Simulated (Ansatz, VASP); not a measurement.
**C in VASP and in Ansatz**

```xyz
2
Lattice="1.6489 0.0000 0.0000 -0.8244 1.4280 0.0000 0.0000 0.0000 5.8864" Properties=species:S:1:pos:R:3 pbc="T T T"
C     0.0000    0.9520    1.4716
C     0.8244    0.4760    4.4148
```

Alike in both runs: task single point; functional LDA; k mesh 24 × 24 × 6; occupations fermi-dirac, width 0.1 eV; no spin polarisation.

|  | VASP | Ansatz |
| --- | --- | --- |
| version | VASP 6.6.1 | Ansatz 0.2.0 |
| potentials or method | VASP PAW LDA potentials, release 64 (C) | plane waves (420 eV) with PAW, scalar-relativistic |
| plane-wave cutoff (eV) | 520 | 420 |
| valence electrons in the cell | 8 | 8 |

|  | VASP | Ansatz | Ansatz less VASP |
| --- | --- | --- | --- |
| pressure (GPa) | 19.0 | 18.6 | -0.41 |
| largest component of the traceless stress (GPa) | 17.39 | 16.82 | -0.567 |

Ansatz warned: «pseudo_functional_mismatch».

Caveats: so large a pressure means that the cell lies far from this level's equilibrium, or that cutoff or potentials fall short (VASP).
